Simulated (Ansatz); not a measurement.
Crystal: Si2W.

```xyz
3
Lattice="-1.6069 1.6069 3.9150 1.6069 -1.6069 3.9150 1.6069 1.6069 -3.9150" Properties=species:S:1:pos:R:3 pbc="T T T"
W     0.0000    0.0000    0.0000
Si    0.0000    0.0000    5.2092
Si    0.0000    0.0000    2.6207
```

```yaml
Program: Ansatz 0.2.0
Task: relaxation of cell and atoms
Functional: RPBE
Potentials_or_basis: Ansatz PAW
Cutoff: "420 eV (not typed: the program's choice for these potentials)"
k_mesh: 12 × 12 × 12
Occupations: fermi-dirac, width 0.05 eV
Spin: no spin polarisation
```

At the start: volume 13.48 Å³/atom.

Task: How do energy, volume and symmetry change on relaxing?

Result: It ends after 5 steps and the volume is 13.84 Å³/atom (+2.7 %); space group I4/mmm (No. 139, to 0.05 Å).

The path:
| step | energy change (eV) | largest force (eV/Å) | volume (Å³) |
| --- | --- | --- | --- |
| 1 | 0.0000 | 0.1119 | 40.44 |
| 2 | -0.0171 | 0.0528 | 41.93 |
| 3 | -0.0201 | 0.0122 | 41.54 |
| 4 | -0.0201 | 0.0027 | 41.52 |
| 5 | -0.0204 | 0.0027 | 41.52 |

Final structure:
```
W Si
1.0
    -1.62122    1.62122    3.94944
     1.62122   -1.62122    3.94944
     1.62122    1.62122   -3.94944
W Si
1 2
Direct
  0.00000 0.00000 0.00000
  0.66558 0.66558 0.00000
  0.33442 0.33442 0.00000
```

Caveat: the plane-wave basis is chosen anew once the cell has moved, so the energies of steps on either side of that aren't comparable; the PAW data sets come from PBE, with cores solved anew for the run's functional, which leaves a small shift of forces and pressure.
